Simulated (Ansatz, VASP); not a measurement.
## NaCl in VASP and in Ansatz

INCAR

```
SYSTEM = NaCl
ALGO = Normal
EDIFF = 1E-7
ENCUT = 520
GGA = PS
ISIF = 2
ISMEAR = 0
LASPH = .True.
LCHARG = .False.
LREAL = .False.
LWAVE = .False.
NBANDS = 14
NELM = 60
PREC = Accurate
SIGMA = 0.02
```

File KPOINTS:

```
k-points
0
Gamma
  6 6 6
  0 0 0
```

The input POSCAR:

```
NaCl
1.0
    3.4701799834      0.0350219000      0.0102614167
    0.0350219000      3.4701799834      0.0102614167
    0.0102614167      0.0102614167      3.5164088914
Na Cl
1 1
Direct
   -0.0028694791     -0.0028694791      0.0282637240
    0.5028694791      0.5028694791      0.4717362760
```

Input for Ansatz:

```yaml
crystal:
  lattice:
    - [3.4701799834, 0.0350219, 0.0102614167]
    - [0.0350219, 3.4701799834, 0.0102614167]
    - [0.0102614167, 0.0102614167, 3.5164088914]
  atoms:
    - { symbol: Na, position: [-0.0028694791, -0.0028694791, 0.028263724] }
    - { symbol: Cl, position: [0.5028694791, 0.5028694791, 0.471736276] }
basis:
  ecutwfc: 420
kpoints:
  mp_grid: { grid: [6, 6, 6] }
hamiltonian:
  xc: pbesol
scf:
  occupations: { method: gaussian, width: 0.02 }
output:
  forces: true
  stress: true
  eigenvalues: true
```

Alike in both runs: task single point; functional PBEsol; k mesh 6 × 6 × 6; occupations gaussian, width 0.02 eV; no spin polarisation.

|  | VASP | Ansatz |
| --- | --- | --- |
| version | VASP 6.6.1 | Ansatz 0.2.0 |
| potentials or method | VASP PAW PBE potentials, release 64 (Na_pv, Cl) | scalar-relativistic, plane waves, PAW |
| plane-wave cutoff (eV) | 520 | 420 |
| valence electrons in the cell | 14 | 16 |

```csv
,VASP,Ansatz,Ansatz less VASP
gap on the k mesh at the Fermi level (eV),3.88,3.89,+0.004
least direct gap on the mesh (eV),4.35,4.35,+0.003
pressure (GPa),-0.6,-0.5,0.00
largest component of the traceless stress (GPa),0.62,0.62,-0.003
rms of the force components (eV/Å),0.044,0.042,-0.0017
```

Atom by atom the forces differ by 0.002 eV/Å (rms over components). The two sets of potentials don't hold the same shells in valence.

Caveats: the PAW data sets were made with another functional, which shifts forces and pressure a little (VASP). A k mesh can miss the band edges.
